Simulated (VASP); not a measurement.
# BeS (F-43m) in VASP: notebook

Runs on BeS. Level: PBE. Tasks: relaxation of cell and atoms.

Everything below comes from runs of VASP 6.6.1. Logs are shortened: lines on timing, memory, paths and dates and some standing lists are left out, and cuts for length are marked.

## (1) Starting point

Symmetry: F-43m, No. 216, cubic system. The conventional cell has a = 4.850 Å, b = 4.850 Å, c = 4.850 Å, α = 90.00°, β = 90.00°, γ = 90.00°. Around Be (site symmetry -43m) lie 4 S at 2.10 Å. Around S (site symmetry -43m) lie 4 Be at 2.10 Å.

## (2) Relaxation of cell and atoms, PBE, target pressure 0.6 GPa, at which the enthalpy is minimised

File INCAR:

```
SYSTEM = BeS
  ALGO = Normal
  EDIFF = 1E-6
  EDIFFG = -0.01
  ENCUT = 600
  GGA = PE
  IBRION = 2
  ISIF = 3
  ISMEAR = 0
  LASPH = .TRUE.
  LCHARG = .FALSE.
  LREAL = .FALSE.
  LWAVE = .FALSE.
  NELM = 80
  NSW = 90
  PREC = Accurate
  PSTRESS = 6.0
  SIGMA = 0.03
```

File KPOINTS:

```
k-points
0
G
  10 10 10
  0 0 0
```

File POSCAR:

```
BeS
1.0
    0.0000000000      2.4250000000      2.4250000000
    2.4250000000      0.0000000000      2.4250000000
    2.4250000000      2.4250000000      0.0000000000
Be S
1 1
Direct
    0.0000000000      0.0000000000      0.0000000000
    0.2500000000      0.2500000000      0.2500000000
```

Potentials or basis: VASP PAW PBE potentials, release 64 (Be, S).

On the command line:

```bash
$ cat potpaw_PBE.64/Be/POTCAR potpaw_PBE.64/S/POTCAR > POTCAR
$ mpirun -np 1 vasp_std > vasp.out
```

OUTCAR:

```text
SYSTEM = BeS
   EDIFF = 1E-6
   EDIFFG = -0.01
   ENCUT = 600
   GGA = PE
   IBRION = 2
   ISIF = 3
   ISMEAR = 0
   LASPH = .TRUE.
   LREAL = .FALSE.
   NELM = 80
   NSW = 90
   PREC = Accurate
   PSTRESS = 6.0

 ion  position               nearest neighbor table
   1  0.000  0.000  0.000-   2 2.10   2 2.10   2 2.10   2 2.10
   2  0.250  0.250  0.250-   1 2.10   1 2.10   1 2.10   1 2.10

  LATTYP: Found a face centered cubic cell.
 ALAT       =     4.8500000000

  Lattice vectors:

 A1 = (   0.0000000000,   2.4250000000,   2.4250000000)
 A2 = (   2.4250000000,   0.0000000000,   2.4250000000)
 A3 = (   2.4250000000,   2.4250000000,   0.0000000000)

Analysis of symmetry for initial positions (statically):
=====================================================================
 Subroutine PRICEL returns:
 Original cell was already a primitive cell.

 Routine SETGRP: Setting up the symmetry group for a
 face centered cubic supercell.

 Subroutine GETGRP returns: Found 24 space group operations
 (whereof 24 operations were pure point group operations)
 out of a pool of 48 trial point group operations.

The static configuration has the point symmetry T_d .

Analysis of symmetry for dynamics (positions and initial velocities):
=====================================================================
 Subroutine PRICEL returns:
 Original cell was already a primitive cell.

 Routine SETGRP: Setting up the symmetry group for a
 face centered cubic supercell.

 Subroutine GETGRP returns: Found 24 space group operations
 (whereof 24 operations were pure point group operations)
 out of a pool of 48 trial point group operations.

The dynamic configuration has the point symmetry T_d .

 Subroutine INISYM returns: Found 24 space group operations
 (whereof 24 operations are pure point group operations),
 and found     1 'primitive' translations

----------------------------------------------------------------------------------------

                                     Primitive cell

  volume of cell :      28.5210

  direct lattice vectors                    reciprocal lattice vectors
     0.000000000  2.425000000  2.425000000    -0.206185567  0.206185567  0.206185567
     2.425000000  0.000000000  2.425000000     0.206185567 -0.206185567  0.206185567
     2.425000000  2.425000000  0.000000000     0.206185567  0.206185567 -0.206185567

  length of vectors
     3.429467889  3.429467889  3.429467889     0.357123878  0.357123878  0.357123878

  position of ions in fractional coordinates (direct lattice)
     0.000000000  0.000000000  0.000000000
     0.250000000  0.250000000  0.250000000

  ion indices of the primitive-cell ions
   primitive index   ion index
                 1           1
                 2           2

----------------------------------------------------------------------------------------

 KPOINTS: k-points

Automatic generation of k-mesh.
 Grid dimensions read from file:
 generate k-points for:   10   10   10

 Generating k-lattice:

  Cartesian coordinates                     Fractional coordinates (reciprocal lattice)
    -0.020618557  0.020618557  0.020618557     0.100000000  0.000000000  0.000000000
     0.020618557 -0.020618557  0.020618557     0.000000000  0.100000000  0.000000000
     0.020618557  0.020618557 -0.020618557     0.000000000  0.000000000  0.100000000

  Length of vectors
     0.035712388  0.035712388  0.035712388

  Shift w.r.t. Gamma in fractional coordinates (k-lattice)
     0.000000000  0.000000000  0.000000000

 Subroutine IBZKPT returns following result:
 ===========================================

 Found     47 irreducible k-points:

 Following reciprocal coordinates:
            Coordinates               Weight
  0.000000  0.000000  0.000000      1.000000
  0.100000  0.000000  0.000000      8.000000
  0.200000  0.000000  0.000000      8.000000
  0.300000  0.000000  0.000000      8.000000
  0.400000  0.000000  0.000000      8.000000
  0.500000  0.000000  0.000000      4.000000
[... 16 lines left out ...]
  0.300000  0.300000  0.000000      6.000000
  0.400000  0.300000  0.000000     24.000000
 [... further k-points ...]
   k-points           NKPTS =     47   k-points in BZ     NKDIM =     47   number of bands    NBANDS=      8
   number of dos      NEDOS =    301   number of ions     NIONS =      2
   total plane-waves  NPLWV =  21952
   dimension x,y,z NGX =    28 NGY =   28 NGZ =   28
   dimension x,y,z NGXF=    56 NGYF=   56 NGZF=   56
   ions per type =               1   1
   NGX,Y,Z   is equivalent  to a cutoff of  13.57, 13.57, 13.57 a.u.
   NGXF,Y,Z  is equivalent  to a cutoff of  27.15, 27.15, 27.15 a.u.
 SYSTEM =  BeS
   PREC   = accura    normal or accurate (medium, high low for compatibility)
   ISTART =      0    job   : 0-new  1-cont  2-samecut
   ICHARG =      2    charge: 1-file 2-atom 10-const
   ISPIN  =      1    spin polarized calculation?
   LNONCOLLINEAR =      F non collinear calculations
   LSORBIT =      F    spin-orbit coupling
   LASPH  =      T    aspherical Exc in radial PAW
   ENCUT  =  600.0 eV  44.10 Ry    6.64 a.u.   6.85  6.85  6.85*2*pi/ulx,y,z
   NELM   =     80;   NELMIN=  2; NELMDL= -5     # of ELM steps
   EDIFF  = 0.1E-05   stopping-criterion for ELM
   LREAL  =      F    real-space projection
   EDIFFG = -.1E-01   stopping-criterion for IOM
   NSW    =     90    number of steps for IOM
   IBRION =      2    ionic relax: 0-MD 1-quasi-New 2-CG
   NFREE  =      1    steps in history (QN), initial steepest desc. (CG)
   ISIF   =      3    stress and relaxation
   ISYM   =      2    0-nonsym 1-usesym 2-fastsym
   POTIM  = 0.5000    time-step for ionic-motion
   TEBEG  =    0.0;   TEEND  =   0.0 temperature during run
   PSTRESS=    6.0 pullay stress
   NELECT =       8.0000    total number of electrons
   NUPDOWN=      -1.0000    fix difference up-down
   EMIN   =  10.00;   EMAX   =-10.00  energy-range for DOS
   EFERMI =   0.00;   METHOD = LEGACY
   ISMEAR =     0;   SIGMA  =   0.03  broadening in eV -4-tet -1-fermi 0-gaus
   EFERMI_NEDOS =   21; number of points for ismear=-14 and -15
   IALGO  =     38    algorithm
   IMIX   =      4    mixing-type and parameters
     AMIX     =   0.40;   BMIX     =  1.00
     AMIX_MAG =   1.60;   BMIX_MAG =  1.00
  volume/ion in A,a.u.               =      14.26        96.23
  Fermi-wavevector in a.u.,A,eV,Ry     =   1.071642  2.025110 15.625158  1.148417
  Thomas-Fermi vector in A             =   2.207388
   LORBIT       =      0    0 simple, 1 ext, 2 COOP (PROOUT), +10 PAW based schemes
   GGA     = PE    functional components
   LHFCALC =     F    Hartree Fock is set to
   AEXX    =    0.0000 exact exchange contribution
   IVDW    =     0    specifies the selected vdW correction
   LEPSILON=     F    determine dielectric tensor
   LRPA    =     F    only Hartree local field effects (RPA)
 conjugate gradient relaxation of ions
 non-spin polarized calculation
 Gauss-broadening in eV      SIGMA  =   0.03
  energy-cutoff  :      600.00
  volume of cell :       28.52
 maximum number of plane-waves:       966
   NGX = 13   NGY = 13   NGZ = 13

--------------------------------------- Ionic step        1  -------------------------------------------

 number of electron       7.9999999 magnetization

 Free energy of the ion-electron system (eV)
  ---------------------------------------------------
  ext. energy  EPLUGINS =         0.00000000
  ---------------------------------------------------
  free energy    TOTEN  =       -10.01139486 eV

  energy without entropy =      -10.01139486  energy(sigma->0) =      -10.01139486

------------------------ aborting loop because EDIFF is reached ----------------------------------------

  FORCE on cell =-STRESS in cart. coord.  units (eV):
  Direction    XX          YY          ZZ          XY          YZ          ZX
  --------------------------------------------------------------------------------------
  -------------------------------------------------------------------------------------
  Total        0.2825460      0.2825460      0.2825460     -0.0000000      0.0000000     -0.0000000
  in kB       15.8721032     15.8721032     15.8721032     -0.0000000      0.0000000     -0.0000000
  external PRESSURE =       9.8721032 kB  Pullay stress =       6.0000000 kB
[... 61 lines left out ...]
  enthalpy is  TOTEN    =        -9.9054017056 eV   P V=        0.1081725753

--------------------------------------- Ionic step        3  -------------------------------------------

 number of electron       7.9999999 magnetization

 Free energy of the ion-electron system (eV)
  ---------------------------------------------------
  ext. energy  EPLUGINS =         0.00000000
  ---------------------------------------------------
  free energy    TOTEN  =       -10.01334496 eV

  energy without entropy =      -10.01334496  energy(sigma->0) =      -10.01334496

 E-fermi :   4.1951     XC(G=0):  -9.6890

 val. band max:        4.0715204852   @ k =   0.0000   0.0000   0.0000
 cond. band min:       7.2049053844   @ k =   0.5000   0.5000   0.0000
 fundamental gap:      3.1333848992
 Fermi energy:         4.1950833722

 k-point     1 :       0.0000    0.0000    0.0000
  band No.  band energies     occupation
      1      -9.5537      2.00000
      2       4.0715      2.00000
      3       4.0715      2.00000
      4       4.0715      2.00000
      5       9.7453      0.00000
      6       9.7453      0.00000
      7       9.7453      0.00000
      8       9.8733      0.00000
[... 243 lines left out ...]
 k-point    24 :       0.4000    0.3000    0.0000
  band No.  band energies     occupation
      1      -7.9838      2.00000
      2      -0.0527      2.00000
      3       1.6552      2.00000
      4       1.9123      2.00000
      5       8.1487      0.00000
      6       9.9293      0.00000
      7      14.1686      0.00000
      8      14.2991      0.00000

 [... further k-points ...]
[... 5 lines left out ...]
  --------------------------------------------------------------------------------------
  -------------------------------------------------------------------------------------
  Total        0.1068739      0.1068739      0.1068739     -0.0000000      0.0000000      0.0000000
  in kB        5.9436944      5.9436944      5.9436944     -0.0000000      0.0000000      0.0000000
  external PRESSURE =      -0.0563056 kB  Pullay stress =       6.0000000 kB
[... 17 lines left out ...]
  FREE ENERGIE OF THE ION-ELECTRON SYSTEM (eV)
  ---------------------------------------------------
  free  energy   TOTEN  =       -10.0133449627 eV

  energy  without entropy=      -10.0133449627  energy(sigma->0) =      -10.01334496

  enthalpy is  TOTEN    =        -9.9054586399 eV   P V=        0.1078863228

 reached required accuracy - stopping structural energy minimisation
```

It took 13 s on 1 thread of Intel Xeon 6975P-C (Granite Rapids), shared host; peak memory 0.15 GiB.

What came out:

```
Free energy                                            : -10.0133 eV
Relaxed volume                                         : 14.40 Å³/atom
Relaxed cell                                           : a = 3.441 Å, b = 3.441 Å, c = 3.441 Å, α = 60.00°, β = 60.00°, γ = 60.00°
Space group after relaxing (to 0.05 Å)                 : F-43m (No. 216)
Energy change on relaxing (the enthalpy is what falls) : -1.0 meV/atom
Ionic steps                                            : 3
Pressure after relaxing                                : 0.6 GPa
Band gap on the k mesh                                 : 3.13 eV, indirect (least direct gap 5.67 eV)
```

The path:
```
step  energy change (eV)  largest force (eV/Å)  pressure (GPa)  volume (Å³)
   1              0.0000                0.0000            1.59        28.52
   2             -0.0022                0.0000            0.35        28.89
   3             -0.0020                0.0000            0.59        28.81
```

Final structure:
```cif
data_structure
_symmetry_space_group_name_H-M 'P 1'
_symmetry_Int_Tables_number 1
_cell_length_a 3.4410
_cell_length_b 3.4410
_cell_length_c 3.4410
_cell_angle_alpha 60.000
_cell_angle_beta 60.000
_cell_angle_gamma 60.000
_cell_volume 28.81
loop_
_atom_site_label
_atom_site_type_symbol
_atom_site_fract_x
_atom_site_fract_y
_atom_site_fract_z
_atom_site_occupancy
Be1 Be 0.00000 0.00000 0.00000 1
S1 S 0.25000 0.25000 0.25000 1
```

Caveat: the cell is relaxed towards a set pressure, so the enthalpy falls and the energy may rise. Zero-point motion and thermal expansion aren't in these numbers.

## (3) Relaxation of cell and atoms, PBE, target pressure 0.6 GPa, at which the enthalpy is minimised

This run uses another cell than the first one, of 14.40 Å³/atom, 1.010 times its volume.

INCAR: that of step 2 with these lines changed.

```diff
@@ -2,4 +2,4 @@
   ALGO = Normal
-  EDIFF = 1E-6
-  EDIFFG = -0.01
+  EDIFF = 1E-7
+  EDIFFG = -0.005
   ENCUT = 600
```

KPOINTS is that of step 2.

File POSCAR:

```
BeS                                     
1.0
    0.0000000000      2.4331296015      2.4331296015
    2.4331296015     -0.0000000000      2.4331296015
    2.4331296015      2.4331296015     -0.0000000000
  Be              S             
     1     1
Direct
     0.0000000000000000    0.0000000000000000    0.0000000000000000
     0.2500000000000000    0.2500000000000000    0.2500000000000000
```

Potentials or basis: VASP PAW PBE potentials, release 64 (Be, S).

On the command line:

```bash
$ cat potpaw_PBE.64/Be/POTCAR potpaw_PBE.64/S/POTCAR > POTCAR
$ mpirun -np 1 vasp_std > vasp.out
```

OUTCAR:

```text
SYSTEM = BeS
   EDIFF = 1E-7
   EDIFFG = -0.005
   ENCUT = 600
   GGA = PE
   IBRION = 2
   ISIF = 3
   ISMEAR = 0
   LASPH = .TRUE.
   LREAL = .FALSE.
   NELM = 80
   NSW = 90
   PREC = Accurate
   PSTRESS = 6.0

 ion  position               nearest neighbor table
   1  0.000  0.000  0.000-   2 2.11   2 2.11   2 2.11   2 2.11
   2  0.250  0.250  0.250-   1 2.11   1 2.11   1 2.11   1 2.11

  LATTYP: Found a face centered cubic cell.
 ALAT       =     4.8662592030

  Lattice vectors:

 A1 = (   0.0000000000,   2.4331296015,   2.4331296015)
 A2 = (   2.4331296015,   0.0000000000,   2.4331296015)
 A3 = (   2.4331296015,   2.4331296015,   0.0000000000)

Analysis of symmetry for initial positions (statically):
=====================================================================
 Subroutine PRICEL returns:
 Original cell was already a primitive cell.

 Routine SETGRP: Setting up the symmetry group for a
 face centered cubic supercell.

 Subroutine GETGRP returns: Found 24 space group operations
 (whereof 24 operations were pure point group operations)
 out of a pool of 48 trial point group operations.
[... 164 lines left out ...]

 E-fermi :   4.1945     XC(G=0):  -9.6892

 val. band max:        4.0711710756   @ k =   0.0000   0.0000   0.0000
 cond. band min:       7.2045357103   @ k =   0.5000   0.5000   0.0000
 fundamental gap:      3.1333646347
 Fermi energy:         4.1945146965

 k-point     1 :       0.0000    0.0000    0.0000
  band No.  band energies     occupation
      1      -9.5542      2.00000
      2       4.0712      2.00000
      3       4.0712      2.00000
      4       4.0712      2.00000
      5       9.7449      0.00000
      6       9.7449      0.00000
      7       9.7449      0.00000
      8       9.8726      0.00000
[... 243 lines left out ...]
 k-point    24 :       0.4000    0.3000    0.0000
  band No.  band energies     occupation
      1      -7.9844      2.00000
      2      -0.0530      2.00000
      3       1.6549      2.00000
      4       1.9120      2.00000
      5       8.1483      0.00000
      6       9.9291      0.00000
      7      14.1681      0.00000
      8      14.2986      0.00000

 [... further k-points ...]
[... 5 lines left out ...]
  --------------------------------------------------------------------------------------
  -------------------------------------------------------------------------------------
  Total        0.1093185      0.1093185      0.1093185     -0.0000000      0.0000000      0.0000000
  in kB        6.0796467      6.0796467      6.0796467     -0.0000000      0.0000000      0.0000000
  external PRESSURE =       0.0796467 kB  Pullay stress =       6.0000000 kB

 VOLUME and BASIS-vectors are now :
 -----------------------------------------------------------------------------
  energy-cutoff  :      600.00
  volume of cell :       28.81
      direct lattice vectors                 reciprocal lattice vectors
     0.000000000  2.433129602  2.433129602    -0.205496657  0.205496657  0.205496657
     2.433129602  0.000000000  2.433129602     0.205496657 -0.205496657  0.205496657
     2.433129602  2.433129602  0.000000000     0.205496657  0.205496657 -0.205496657

 POSITION                                       TOTAL-FORCE (eV/Angst)
 -----------------------------------------------------------------------------------
      0.00000      0.00000      0.00000         0.000000      0.000000      0.000000
      1.21656      1.21656      1.21656        -0.000000     -0.000000     -0.000000
 -----------------------------------------------------------------------------------
    total drift:                               -0.000000     -0.000000      0.000000

  FREE ENERGIE OF THE ION-ELECTRON SYSTEM (eV)
  ---------------------------------------------------
  free  energy   TOTEN  =       -10.0133666935 eV

  energy  without entropy=      -10.0133666935  energy(sigma->0) =      -10.01336669

  enthalpy is  TOTEN    =        -9.9054803707 eV   P V=        0.1078863228

 reached required accuracy - stopping structural energy minimisation
```

CONTCAR:

```text
BeS
   1.00000000000000
     0.0000000000000000    2.4331296015000001    2.4331296015000001
     2.4331296015000001    0.0000000000000000    2.4331296015000001
     2.4331296015000001    2.4331296015000001    0.0000000000000000
  Be              S
     1     1
Direct
     0.0000000000000000    0.0000000000000000    0.0000000000000000
     0.2500000000000000    0.2500000000000000    0.2500000000000000

  0.00000000E+00  0.00000000E+00  0.00000000E+00
  0.00000000E+00  0.00000000E+00  0.00000000E+00
```

It took 8.6 s on 1 thread of Intel Xeon 6975P-C (Granite Rapids), shared host; peak memory 0.14 GiB.

Results:

```yaml
Free_energy: -10.0134 eV
Pressure_after_relaxing: 0.6 GPa
Band_gap_on_the_k_mesh: 3.13 eV, indirect (least direct gap 5.67 eV)
```

Final structure:
```
CELL_PARAMETERS angstrom
0.00000 2.43313 2.43313
2.43313 0.00000 2.43313
2.43313 2.43313 0.00000
ATOMIC_POSITIONS crystal
Be 0.00000 0.00000 0.00000
S 0.25000 0.25000 0.25000
```

Caveat: the relaxation stopped at its first step, so nothing moved; the cell is relaxed towards a set pressure, so the enthalpy falls and the energy may rise. A k mesh can miss the band edges.
